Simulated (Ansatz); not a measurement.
# Re(0001) with 2 layers of random Re-Ru, 2x2: scattering by chemical disorder

Aim: the residual resistivity of a random alloy, from Re(0001) with 2 layers of random Re-Ru, 2x2 and longer regions.

Calculated with Ansatz 0.2.0; Ansatz plane-wave DFT, PBE, PAW files; ballistic transport by layer matching (Landauer), zero bias; PAW set soft_1.

### Step 1. Starting point

The cell holds 48 atoms: 44 Re and 4 Ru. Its edges and angles: a = 5.522 Å, b = 5.522 Å, c = 26.749 Å, α = 90.0°, β = 90.0°, γ = 120.0°. It derives from Re. Regions: lead, 40 atoms (40 Re); scattering region, 8 atoms (4 Ru and 4 Re). The structure is stacked along c, and the current runs across the ab planes.

### Step 2. With 2 alloy layers

In 2 layers a share of 0.5 of the sites is given to Ru at random. The layers about the cell's end stay perfect and serve as the lead. Disorder leaves little or no symmetry, which makes such runs dear. Energies from -0.05 to 0.05 eV in steps of 0.05 eV are too few for the program's thermal sum, so it prints no conductance; for a metal the transmission near the Fermi level serves, at a fraction of the cost.

File input.yaml:

```yaml
crystal:
  lattice:
    - [5.5216, 0.0, 0.0]
    - [-2.7608, 4.7818458695, 0.0]
    - [0.0, 0.0, 26.7492]
  atoms:
    - { symbol: Re, position: [0.1666666667, 0.3333333333, 0.0416666667] }
    - { symbol: Re, position: [0.1666666667, 0.8333333333, 0.0416666667] }
    - { symbol: Re, position: [0.6666666667, 0.3333333333, 0.0416666667] }
    - { symbol: Re, position: [0.6666666667, 0.8333333333, 0.0416666667] }
    - { symbol: Re, position: [0.3333333333, 0.1666666667, 0.125] }
    - { symbol: Re, position: [0.3333333333, 0.6666666667, 0.125] }
    - { symbol: Re, position: [0.8333333333, 0.1666666667, 0.125] }
    - { symbol: Re, position: [0.8333333333, 0.6666666667, 0.125] }
    - { symbol: Re, position: [0.1666666667, 0.3333333333, 0.2083333333] }
    - { symbol: Re, position: [0.1666666667, 0.8333333333, 0.2083333333] }
    - { symbol: Re, position: [0.6666666667, 0.3333333333, 0.2083333333] }
    - { symbol: Re, position: [0.6666666667, 0.8333333333, 0.2083333333] }
    - { symbol: Re, position: [0.3333333333, 0.1666666667, 0.2916666667] }
    - { symbol: Re, position: [0.3333333333, 0.6666666667, 0.2916666667] }
    - { symbol: Re, position: [0.8333333333, 0.1666666667, 0.2916666667] }
    - { symbol: Re, position: [0.8333333333, 0.6666666667, 0.2916666667] }
    - { symbol: Re, position: [0.1666666667, 0.3333333333, 0.375] }
    - { symbol: Re, position: [0.1666666667, 0.8333333333, 0.375] }
    - { symbol: Re, position: [0.6666666667, 0.3333333333, 0.375] }
    - { symbol: Re, position: [0.6666666667, 0.8333333333, 0.375] }
    - { symbol: Ru, position: [0.3333333333, 0.1666666667, 0.4583333333] }
    - { symbol: Re, position: [0.3333333333, 0.6666666667, 0.4583333333] }
    - { symbol: Re, position: [0.8333333333, 0.1666666667, 0.4583333333] }
    - { symbol: Ru, position: [0.8333333333, 0.6666666667, 0.4583333333] }
    - { symbol: Re, position: [0.1666666667, 0.3333333333, 0.5416666667] }
    - { symbol: Re, position: [0.1666666667, 0.8333333333, 0.5416666667] }
    - { symbol: Ru, position: [0.6666666667, 0.3333333333, 0.5416666667] }
    - { symbol: Ru, position: [0.6666666667, 0.8333333333, 0.5416666667] }
    - { symbol: Re, position: [0.3333333333, 0.1666666667, 0.625] }
    - { symbol: Re, position: [0.3333333333, 0.6666666667, 0.625] }
    - { symbol: Re, position: [0.8333333333, 0.1666666667, 0.625] }
    - { symbol: Re, position: [0.8333333333, 0.6666666667, 0.625] }
    - { symbol: Re, position: [0.1666666667, 0.3333333333, 0.7083333333] }
    - { symbol: Re, position: [0.1666666667, 0.8333333333, 0.7083333333] }
    - { symbol: Re, position: [0.6666666667, 0.3333333333, 0.7083333333] }
    - { symbol: Re, position: [0.6666666667, 0.8333333333, 0.7083333333] }
    - { symbol: Re, position: [0.3333333333, 0.1666666667, 0.7916666667] }
    - { symbol: Re, position: [0.3333333333, 0.6666666667, 0.7916666667] }
    - { symbol: Re, position: [0.8333333333, 0.1666666667, 0.7916666667] }
    - { symbol: Re, position: [0.8333333333, 0.6666666667, 0.7916666667] }
    - { symbol: Re, position: [0.1666666667, 0.3333333333, 0.875] }
    - { symbol: Re, position: [0.1666666667, 0.8333333333, 0.875] }
    - { symbol: Re, position: [0.6666666667, 0.3333333333, 0.875] }
    - { symbol: Re, position: [0.6666666667, 0.8333333333, 0.875] }
    - { symbol: Re, position: [0.3333333333, 0.1666666667, 0.9583333333] }
    - { symbol: Re, position: [0.3333333333, 0.6666666667, 0.9583333333] }
    - { symbol: Re, position: [0.8333333333, 0.1666666667, 0.9583333333] }
    - { symbol: Re, position: [0.8333333333, 0.6666666667, 0.9583333333] }
kpoints:
  mp_grid: { grid: [5, 5, 1] }
hamiltonian:
  xc: pbe
  pseudopotentials: { kind: paw, azcp: { folder: soft_1 } }
scf:
  occupations: { method: fermi_dirac, width: 0.1 }
output:
  transmission:
    leads: [[0, 8]]
    kmesh: [10, 10]
    e_range: [-0.05, 0.05]
    de: 0.05
  write_potential: true
  write_density: true
  volumetric_format: npy
```

The run is started by

```console
$ ansatz run input.yaml --threads 4 --pin off --max-ram 15360MiB --backend cpu --events-out ev --progress --plain --runs-dir out
```

Numbers of over 12 decimals in the logs are rounded to 6 here.

The program printed:

```text
Engine: ansatz 0.2.0, x86_64-unknown-linux-gnu
Pseudopotentials: kind: paw
Pseudopotential: Re, paw, valence charge 15, recommended cutoff 420 eV (normal), soft_1/Re.paw.azcp
Pseudopotential: Ru, paw, valence charge 16, recommended cutoff 420 eV (normal), soft_1/Ru.paw.azcp
Functional definition: PBE
  parameter kappa = 0.804
  parameter beta = 0.066725
  exchange = pbe_x(kappa = kappa, mu = beta*pi^2/3)
  correlation = pbe_c(beta = beta)
Crystal: 48 atoms, lattice volume = 706.271 Å³
Basis set: ecut = 420 eV, 13787 PW (Γ)
Bands: 435, of which v1, the nominal top of the filled ones, is band 362 counted from 1 (361 counted from 0)
Symmetry: 2 space group operations
Space group: C2 (ITA 5), of the structure as read, at distance tolerance 8.9e-5 Å
k-points: 9 of 25 (time reversal used)
Non-local potential: Re, projectors of the file, l = 0: 3, l = 1: 2, l = 2: 2, l = 3: 1
Non-local potential: Ru, projectors of the file, l = 0: 3, l = 1: 2, l = 2: 2, l = 3: 1
PAW form: soft (Blöchl's): semilocal exchange-correlation on the pseudo side does not see the compensation charge
PAW one-centre angular grid: Re, 590 points (default); XC on 64 Gauss nodes
PAW one-centre angular grid: Ru, 590 points (default); XC on 64 Gauss nodes
Initial density: superposition of atomic densities (chi_scale 0.1, normalization cell, long waves of neutral atoms (reshape's long-wave potential 5.40 eV rms, cloud 2.97 Å wide))
Initial wavefunctions: pseudopotential atomic-orbital guess
Functional: x = pbe(κ = 0.804, μ = 0.219515), c = pbe(β = 0.066725)
SCF iter   1: F=—  HF=-501806.816714 eV  |F-HF|=—  |Δ(HF+E_count)|=         —  Δρ=1.55e-1  dr2=1.90e3  ethr=3.10e-3  ⟨swp⟩=5.0  Hψ=11911  notcnv=0
preconditioner: auto → Kerker (q_TF=auto, 2.740 Å⁻¹)  [metal: Δε(μ)=0.016 eV  Ē_g=5.732 eV  σ=0.100 eV  W_gap=0.04  n_scr=268 (ndim 8)  ℏωp=25.8 eV  f_vac=0.000  D(μ)=37.68/eV (n_scr^D=368)]
SCF iter   2: F=—  HF=-501773.672821 eV  |F-HF|=—  |Δ(HF+E_count)|=    3.31e1  Δρ=7.07e-2  dr2=4.24e2  ethr=3.10e-3  ⟨swp⟩=2.8  Hψ=7899  notcnv=0  defer=177
SCF iter   3: F=—  HF=-501765.583555 eV  |F-HF|=—  |Δ(HF+E_count)|=    8.09e0  Δρ=1.88e-2  dr2=5.76e0  ethr=3.10e-3  ⟨swp⟩=3.8  Hψ=11394  notcnv=0  defer=205
SCF iter   4: F=—  HF=-501765.186013 eV  |F-HF|=—  |Δ(HF+E_count)|=   3.98e-1  Δρ=5.59e-3  dr2=2.14e0  ethr=7.96e-4  ⟨swp⟩=2.2  Hψ=7092  notcnv=0  defer=197
SCF iter   5: F=—  HF=-501765.152066 eV  |F-HF|=—  |Δ(HF+E_count)|=   3.39e-2  Δρ=1.83e-3  dr2=1.16e-1  ethr=2.95e-4  ⟨swp⟩=1.6  Hψ=3955  notcnv=0  defer=197
SCF iter   6: F=—  HF=-501765.146085 eV  |F-HF|=—  |Δ(HF+E_count)|=   5.98e-3  Δρ=6.55e-4  dr2=8.10e-3  ethr=1.60e-5  ⟨swp⟩=1.7  Hψ=3871  notcnv=0  defer=197
SCF iter   7: F=—  HF=-501765.145361 eV  |F-HF|=—  |Δ(HF+E_count)|=   7.25e-4  Δρ=1.05e-4  dr2=4.84e-4  ethr=1.12e-6  ⟨swp⟩=2.3  Hψ=6243  notcnv=0  defer=197
SCF iter   8: F=—  HF=-501765.145352 eV  |F-HF|=—  |Δ(HF+E_count)|=   8.49e-6  Δρ=3.30e-5  dr2=2.91e-5  ethr=6.69e-8  ⟨swp⟩=1.1  Hψ=3720  notcnv=0  defer=197
SCF iter   9: F=—  HF=-501765.146952 eV  |F-HF|=—  |Δ(HF+E_count)|=   1.60e-3  Δρ=1.12e-5  dr2=3.12e-6  ethr=4.02e-9  ⟨swp⟩=1.7  Hψ=4123  notcnv=0  defer=197
SCF iter  10: F=-501765.146952 eV  HF=-501765.146952 eV  |F-HF|=4.03e-8  |Δ(HF+E_count)|=   2.21e-7  Δρ=1.15e-6  dr2=4.31e-8  ethr=1.38e-11  ⟨swp⟩=9.9  Hψ=15921  notcnv=0
SCF 1 converged in 10 iterations: F = -501765.146952 eV  dr2 = 4.31e-8
  greatest PAW one-centre occupation: 1.000 electrons in one spin orbital (limit 2), on the Re atom at site 36 (counted from 0), in its partial waves of l = 0
transmission: 261 of 2600 steps passed
transmission: 520 of 2600 steps passed
[...]
transmission: 2600 of 2600 steps passed
SCF converged after 10 iterations
Free energy (F): -501765.146952 eV
Harris-Foulkes:  -501765.146952 eV  (|F-HF|=4.03e-8)
Internal energy: -501763.809562 eV  (E = F + TS)
E sigma→0 (E₀):  -501764.478257 eV
Entropy (-TS):   -1.337390 eV (-27.862 meV/atom)
Fermi energy:    23.811170 eV
--- Per-component energies (eV) ---
  E_band       = -3455.415791
  E_kinetic    = 24851.340569
  E_local      = -39580.261174  (includes V_loc(G=0)·N_el)
  E_nonlocal   = 5174.757199
  E_hartree    = 13769.523603
  E_xc         = -16371.510937
  E_vxc        = -13628.050216  (∫ρ·V_xc dr)
  E_paw        = -397007.947740  (= ΣΔE_a)
  E_vpaw       = -7812.266344  (= ΣTr[D̂ρ^β])
  E_aug_tail   = 0.004824  (compensation charges beyond the density's cutoff)
  E_ewald      = -92599.715908
  E_smearing   = -1.337390  (= −TS)
  E_closure    = 0.000000  (closes the sum)
  Σ components = -501765.146952   (vs F -501765.146952, Δ=0.00e0)
--- Band table (eV; the first three rows and the last of 9) ---
  k-point 0: bands = [... 358 lower, 24.2705, 24.2924, 24.3791, 24.3793, 24.4376, 24.6493, 24.6592, 24.6959, ... 69 higher]
  k-point 1: bands = [... 358 lower, 23.9268, 23.9913, 24.0123, 24.0297, 24.0442, 24.0749, 24.0840, 24.0891, ... 69 higher]
  k-point 2: bands = [... 358 lower, 23.4559, 23.5288, 23.5879, 23.6127, 23.6596, 23.6653, 23.6927, 23.6954, ... 69 higher]
  k-point 8: bands = [... 358 lower, 23.5219, 23.5333, 23.5810, 23.6998, 23.8039, 23.8118, 23.8702, 23.8858, ... 69 higher]
--- Transmission ---
  basis      : 235 plane waves across, 50 finite elements along
  points     : 52, standing for a mesh of 10 x 10
  energies   : 3 from -0.050000 to 0.050000 eV about the Fermi level, 0.050000 eV apart; the leads are filled to 0.000000 eV, and channels, transmission and decay are at 0.000000 eV
  crystal 0  : Re8, at the sites [0, 8], period 4.4582 Å, over 22.29 Å; its Hamiltonian steps by up to 14.0 meV
    offset         : up to 0.0000 Å between an atom of the period and one for which it stands
    channels       : 5.380000e0 a spin
    conductance    : none, the energies end too early or step too widely for 300 K: set another output.transmission.e_range or a lower de, or, where they end at an eighth of basis.ecutwfc, a higher one
  junction   : crystal 0 to crystal 0, 0.70 to 22.99 Å
    transmission   : 4.417785e0 a spin
    conductance    : none, the energies end too early or step too widely for 300 K: set another output.transmission.e_range or a lower de, or, where they end at an eighth of basis.ecutwfc, a higher one
```

The job ended after 6.6 min (4 threads of AMD EPYC 7R13 (Zen 3), shared host; peak memory 6.1 GiB).

This step gave:

| Item | Value |
| --- | --- |
| free energy | -501765.1470 eV |
| energy at zero smearing | -501764.4783 eV |
| Fermi energy | 23.81 eV |
| cell area | 26.40 Å² |
| transmission per spin nearest the Fermi level | 4.418 |
| open channels per spin nearest the Fermi level | 5.38 |
| step of the lead's potential | 14 meV |

Per spin. The transmission, zone mean by energy, zero at the Fermi level:

```tsv
energy (eV)	transmission, zone mean
-0.0500	4.20
0.0000	4.42
0.0500	4.29
```

Per spin. Table of open channels, zone mean, lead by energy, zero at the Fermi level:

```tsv
energy (eV)	open channels, zone mean, lead
-0.0500	5.26
0.0000	5.38
0.0500	5.08
```

Transmission over k1 and k2. At 0.0000 eV from the Fermi level.

Values, 10 rows by 10 columns:
```
3.38 4.30 3.53 2.89 3.41 4.33 3.42 2.94 3.76 3.44
3.45 3.49 3.52 3.64 3.65 3.37 3.41 3.35 3.76 3.80
3.45 2.82 3.14 7.93 8.26 7.86 3.65 2.89 3.34 3.44
3.38 3.49 3.14 8.19 9.24 9.27 8.26 3.64 3.53 3.47
2.83 4.30 3.52 7.93 9.24 8.76 9.24 7.93 3.52 4.30
3.38 3.47 3.53 3.64 8.26 9.27 9.24 8.19 3.14 3.49
3.45 3.44 3.34 2.89 3.65 7.86 8.26 7.93 3.14 2.82
3.45 3.80 3.76 3.35 3.41 3.37 3.65 3.64 3.52 3.49
3.38 3.44 3.76 2.94 3.42 4.33 3.41 2.89 3.53 4.30
2.83 3.47 3.34 3.35 3.42 3.78 3.42 3.35 3.34 3.47
```
Columns: k1 (b1) from -0.5 to 0.4; rows upwards: k2 (b2) from -0.5 to 0.4.

Open channels over k1 and k2. At 0.0000 eV from the Fermi level.

Values, 10 rows by 10 columns:
```
 4.0  6.0  4.0  3.0  4.0  6.0  4.0  4.0  4.0  4.0
 5.0  4.0  4.0  4.0  4.0  4.0  4.0  5.0  4.0  4.0
 5.0  3.0  4.0 10.0 10.0 10.0  4.0  3.0  5.0  4.0
 4.0  4.0  4.0 10.0 11.0 11.0 10.0  4.0  4.0  4.0
 4.0  6.0  4.0 10.0 11.0 10.0 11.0 10.0  4.0  6.0
 4.0  4.0  4.0  4.0 10.0 11.0 11.0 10.0  4.0  4.0
 5.0  4.0  5.0  3.0  4.0 10.0 10.0 10.0  4.0  3.0
 5.0  4.0  4.0  5.0  4.0  4.0  4.0  4.0  4.0  4.0
 4.0  4.0  4.0  4.0  4.0  6.0  4.0  3.0  4.0  6.0
 4.0  4.0  5.0  5.0  4.0  4.0  4.0  5.0  5.0  4.0
```
Columns: k1 (b1) from -0.5 to 0.4; rows upwards: k2 (b2) from -0.5 to 0.4.

Over the solved energies the transmission per spin lies between 4.20 and 4.42, out of 5.24 channels of the lead on average (up to 5.38).

### Step 3. With 6 alloy layers

In 6 layers a share of 0.5 of the sites is given to Ru at random. A fresh draw is used; the growth of the resistance with length is what counts.

System of this step: Re(0001) with 6 layers of random Re-Ru, 2x2. The cell holds 64 atoms: 52 Re and 12 Ru. Its edges and angles: a = 5.522 Å, b = 5.522 Å, c = 35.666 Å, α = 90.0°, β = 90.0°, γ = 120.0°. It derives from Re. Regions: lead, 40 atoms (40 Re); scattering region, 24 atoms (12 Re and 12 Ru). The structure is stacked along c, and the current runs across the ab planes.

File input.yaml:

```yaml
crystal:
  lattice:
    - [5.5216, 0.0, 0.0]
    - [-2.7608, 4.7818458695, 0.0]
    - [0.0, 0.0, 35.6656]
  atoms:
    - { symbol: Re, position: [0.1666666667, 0.3333333333, 0.03125] }
    - { symbol: Re, position: [0.1666666667, 0.8333333333, 0.03125] }
    - { symbol: Re, position: [0.6666666667, 0.3333333333, 0.03125] }
    - { symbol: Re, position: [0.6666666667, 0.8333333333, 0.03125] }
    - { symbol: Re, position: [0.3333333333, 0.1666666667, 0.09375] }
    - { symbol: Re, position: [0.3333333333, 0.6666666667, 0.09375] }
    - { symbol: Re, position: [0.8333333333, 0.1666666667, 0.09375] }
    - { symbol: Re, position: [0.8333333333, 0.6666666667, 0.09375] }
    - { symbol: Re, position: [0.1666666667, 0.3333333333, 0.15625] }
    - { symbol: Re, position: [0.1666666667, 0.8333333333, 0.15625] }
    - { symbol: Re, position: [0.6666666667, 0.3333333333, 0.15625] }
    - { symbol: Re, position: [0.6666666667, 0.8333333333, 0.15625] }
    - { symbol: Re, position: [0.3333333333, 0.1666666667, 0.21875] }
    - { symbol: Re, position: [0.3333333333, 0.6666666667, 0.21875] }
    - { symbol: Re, position: [0.8333333333, 0.1666666667, 0.21875] }
    - { symbol: Re, position: [0.8333333333, 0.6666666667, 0.21875] }
    - { symbol: Re, position: [0.1666666667, 0.3333333333, 0.28125] }
    - { symbol: Re, position: [0.1666666667, 0.8333333333, 0.28125] }
    - { symbol: Re, position: [0.6666666667, 0.3333333333, 0.28125] }
    - { symbol: Re, position: [0.6666666667, 0.8333333333, 0.28125] }
    - { symbol: Re, position: [0.3333333333, 0.1666666667, 0.34375] }
    - { symbol: Re, position: [0.3333333333, 0.6666666667, 0.34375] }
    - { symbol: Ru, position: [0.8333333333, 0.1666666667, 0.34375] }
    - { symbol: Re, position: [0.8333333333, 0.6666666667, 0.34375] }
    - { symbol: Ru, position: [0.1666666667, 0.3333333333, 0.40625] }
    - { symbol: Re, position: [0.1666666667, 0.8333333333, 0.40625] }
    - { symbol: Ru, position: [0.6666666667, 0.3333333333, 0.40625] }
    - { symbol: Re, position: [0.6666666667, 0.8333333333, 0.40625] }
    - { symbol: Ru, position: [0.3333333333, 0.1666666667, 0.46875] }
    - { symbol: Ru, position: [0.3333333333, 0.6666666667, 0.46875] }
    - { symbol: Re, position: [0.8333333333, 0.1666666667, 0.46875] }
    - { symbol: Ru, position: [0.8333333333, 0.6666666667, 0.46875] }
    - { symbol: Ru, position: [0.1666666667, 0.3333333333, 0.53125] }
    - { symbol: Re, position: [0.1666666667, 0.8333333333, 0.53125] }
    - { symbol: Re, position: [0.6666666667, 0.3333333333, 0.53125] }
    - { symbol: Ru, position: [0.6666666667, 0.8333333333, 0.53125] }
    - { symbol: Ru, position: [0.3333333333, 0.1666666667, 0.59375] }
    - { symbol: Re, position: [0.3333333333, 0.6666666667, 0.59375] }
    - { symbol: Ru, position: [0.8333333333, 0.1666666667, 0.59375] }
    - { symbol: Re, position: [0.8333333333, 0.6666666667, 0.59375] }
    - { symbol: Ru, position: [0.1666666667, 0.3333333333, 0.65625] }
    - { symbol: Ru, position: [0.1666666667, 0.8333333333, 0.65625] }
    - { symbol: Re, position: [0.6666666667, 0.3333333333, 0.65625] }
    - { symbol: Re, position: [0.6666666667, 0.8333333333, 0.65625] }
    - { symbol: Re, position: [0.3333333333, 0.1666666667, 0.71875] }
    - { symbol: Re, position: [0.3333333333, 0.6666666667, 0.71875] }
    - { symbol: Re, position: [0.8333333333, 0.1666666667, 0.71875] }
    - { symbol: Re, position: [0.8333333333, 0.6666666667, 0.71875] }
    - { symbol: Re, position: [0.1666666667, 0.3333333333, 0.78125] }
    - { symbol: Re, position: [0.1666666667, 0.8333333333, 0.78125] }
    - { symbol: Re, position: [0.6666666667, 0.3333333333, 0.78125] }
    - { symbol: Re, position: [0.6666666667, 0.8333333333, 0.78125] }
    - { symbol: Re, position: [0.3333333333, 0.1666666667, 0.84375] }
    - { symbol: Re, position: [0.3333333333, 0.6666666667, 0.84375] }
    - { symbol: Re, position: [0.8333333333, 0.1666666667, 0.84375] }
    - { symbol: Re, position: [0.8333333333, 0.6666666667, 0.84375] }
    - { symbol: Re, position: [0.1666666667, 0.3333333333, 0.90625] }
    - { symbol: Re, position: [0.1666666667, 0.8333333333, 0.90625] }
    - { symbol: Re, position: [0.6666666667, 0.3333333333, 0.90625] }
    - { symbol: Re, position: [0.6666666667, 0.8333333333, 0.90625] }
    - { symbol: Re, position: [0.3333333333, 0.1666666667, 0.96875] }
    - { symbol: Re, position: [0.3333333333, 0.6666666667, 0.96875] }
    - { symbol: Re, position: [0.8333333333, 0.1666666667, 0.96875] }
    - { symbol: Re, position: [0.8333333333, 0.6666666667, 0.96875] }
kpoints:
  mp_grid: { grid: [5, 5, 1] }
hamiltonian:
  xc: pbe
  pseudopotentials: { kind: paw, azcp: { folder: soft_1 } }
scf:
  occupations: { method: fermi_dirac, width: 0.1 }
output:
  transmission:
    leads: [[0, 8]]
    kmesh: [10, 10]
    e_range: [-0.05, 0.05]
    de: 0.05
  write_potential: true
  write_density: true
  volumetric_format: npy
```

The program printed:

```text
[...]
Crystal: 64 atoms, lattice volume = 941.695 Å³
Basis set: ecut = 420 eV, 18377 PW (Γ)
Bands: 584, of which v1, the nominal top of the filled ones, is band 486 counted from 1 (485 counted from 0)
Symmetry: 1 space group operations
[...]
k-points: 13 of 25 (time reversal used)
[...]
SCF iter   1: F=—  HF=-635825.724147 eV  |F-HF|=—  |Δ(HF+E_count)|=         —  Δρ=1.85e-1  dr2=6.53e3  ethr=3.10e-3  ⟨swp⟩=5.0  Hψ=23082  notcnv=0
[...]
SCF iter  11: F=-635750.342490 eV  HF=-635750.342490 eV  |F-HF|=1.98e-9  |Δ(HF+E_count)|=   3.38e-9  Δρ=2.67e-7  dr2=2.17e-9  ethr=1.03e-11  ⟨swp⟩=2.0  Hψ=12822  notcnv=0
SCF 1 converged in 11 iterations: F = -635750.342490 eV  dr2 = 2.17e-9
[...]
transmission: 339 of 3380 steps passed
transmission: 676 of 3380 steps passed
[...]
transmission: 3380 of 3380 steps passed
SCF converged after 11 iterations
Free energy (F): -635750.342490 eV
[...]
Internal energy: -635748.548527 eV  (E = F + TS)
E sigma→0 (E₀):  -635749.445508 eV
Entropy (-TS):   -1.793963 eV (-28.031 meV/atom)
Fermi energy:    23.523911 eV
[...]
--- Band table (eV; the first three rows and the last of 13) ---
  k-point 0: bands = [... 482 lower, 24.2163, 24.2760, 24.3018, 24.3405, 24.3548, 24.3687, 24.3846, 24.4282, ... 94 higher]
  k-point 1: bands = [... 482 lower, 23.6057, 23.6489, 23.6624, 23.6961, 23.7054, 23.7210, 23.7295, 23.7391, ... 94 higher]
  k-point 2: bands = [... 482 lower, 23.1631, 23.2458, 23.2619, 23.2709, 23.2863, 23.3100, 23.3655, 23.4007, ... 94 higher]
  k-point 12: bands = [... 482 lower, 23.2534, 23.2840, 23.3524, 23.4185, 23.4318, 23.4461, 23.4810, 23.5211, ... 94 higher]
--- Transmission ---
  basis      : 235 plane waves across, 65 finite elements along
  points     : 52, standing for a mesh of 10 x 10
[...]
channels       : 5.380000e0 a spin
[...]
junction   : crystal 0 to crystal 0, 0.70 to 31.91 Å
    transmission   : 3.587904e0 a spin
[...]
```

Run time: 12 min. Hardware: 4 threads; peak memory 11 GiB.

This step gave:

```yaml
free_energy: -635750.3425 eV
energy_at_zero_smearing: -635749.4455 eV
fermi_energy: 23.52 eV
transmission_per_spin_nearest_the_fermi_level: 3.588
step_of_the_lead_s_potential: 15.5 meV
```

Per spin. Transmission, zone mean against energy, zero at the Fermi level:

```tsv
energy (eV)	transmission, zone mean
-0.0500	3.69
0.0000	3.59
0.0500	3.57
```

Over the solved energies the transmission per spin lies between 3.57 and 3.69, out of 5.26 channels of the lead on average (up to 5.38).

(Continued in part 2 of 2.)

[Logs are printed without paths, hosts, clocks, repeated set-up lines and the standing remarks that a program may print on its own settings, such as how far it seeks lower states.]

[Hosts, paths, dates, database ids (printed as entryN), source tags and the programs' standing remarks are cut or masked in the printed files.]
